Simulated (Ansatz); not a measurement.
Pressure against volume in ZnO

It was relaxed at this level from a Materials Project cell.

Computed with Ansatz, DFT PBE, scalar-relativistic, plane waves, PAW. The final run on the 8-atom cell used 420 eV, a Γ-centred 6×6×8 mesh, 0.02 eV smearing and no spin polarisation.

```
Zn O
1.0
     5.60762    0.00000    0.00000
     0.00000    5.60762    0.00000
     0.00000    0.00000    3.27993
Zn O
4 4
Direct
  0.18177 0.18177 0.50000
  0.81823 0.81823 0.50000
  0.68177 0.31823 0.00000
  0.31823 0.68177 0.00000
  0.81839 0.18161 0.50000
  0.18161 0.81839 0.50000
  0.68161 0.68161 0.00000
  0.31839 0.31839 0.00000
```

The cell was set to several volumes, with shape and atoms relaxed at each where symmetry leaves them free. Pressure is positive in compression, and energies count from the lowest row.

```csv
row,V (Å³/atom),P (GPa),ΔE (meV/atom),gap on mesh (eV)
1,11.345,16.61,78.8,1.10
2,11.732,?,?,?
3,12.119,8.04,18.6,0.87
4,12.506,3.79,4.5,0.81
5,12.892,0.00,0.0,0.76
6,13.279,-3.26,4.0,0.72
7,13.666,-6.09,15.4,0.68
8,14.182,-9.22,40.2,0.62
```

Q: Find B = −V·ΔP/ΔV from rows 4 and 6 and from rows 1 and 3, and from the two its slope B′ and its value B0 at zero pressure.

A: Rows 4 and 6 give −(12.506 + 13.279)/2 × (-3.26 − (3.79))/(13.279 − 12.506) = 117.6 GPa at a mean pressure of 0.27 GPa. Rows 1 and 3 give −(11.345 + 12.119)/2 × (8.04 − (16.61))/(12.119 − 11.345) = 129.9 GPa at a mean pressure of 12.32 GPa. So B′ = (129.9 − 117.6)/(12.32 − (0.27)) = 1.02 and B0 = 117.6 − 1.02 × (0.27) = 117.3 GPa. A third-order Birch–Murnaghan fit to all the energies gives B0 = 114.8 GPa and B′ = 2.7.

Q: Estimate the pressure and energy of row 2.

A: From row 5, V0 = 12.892 × (1 + (0.00)/117.3) = 12.892 Å³/atom. Murnaghan's form P = (B0/B′)·[(V0/V)^B′ − 1] gives (117.3/1.02) × [(12.892/11.732)^1.02 − 1] = 11.61 GPa; the computed pressure is 12.54 GPa, so the estimate is off by -0.93 GPa. The work of compression from row 3, with the mean of the two pressures, gives ΔE = 18.6 + (11.61 + 8.04)/2 × (12.119 − 11.732)/160.2 × 1000 = 42.3 meV/atom (1 eV/Å³ = 160.2 GPa); the computed value is 43.4 meV/atom.

Q: Fit the gap against pressure through the other rows and estimate it at the computed pressure of row 2.

A: Over the 7 rows the mean pressure is 1.4100 GPa and the mean gap is 0.794 eV. The sums of products of deviations are S_xx = 473.7 and S_xy = 8.291, so the slope is 8.291/473.7 = 0.0175 (r = 0.99, rms misfit 0.03 eV). At 12.54 GPa the line gives 0.794 + (0.0175) × (12.54 − 1.4100) = 0.99 eV. The computed value is 0.97 eV, so the line is off by +0.02 eV, less than the largest miss among the fitted rows (0.04 eV).

Kohn–Sham gaps at this level usually fall short of measured ones. All volumes keep the k mesh of the relaxed cell. A structure relaxed within its symmetry needn't be a true minimum. Another cell of ZnO relaxed alike, in P6_3mc (a measured cell (COD)), lies 23 meV/atom lower, so this cell isn't the stable form at this level.
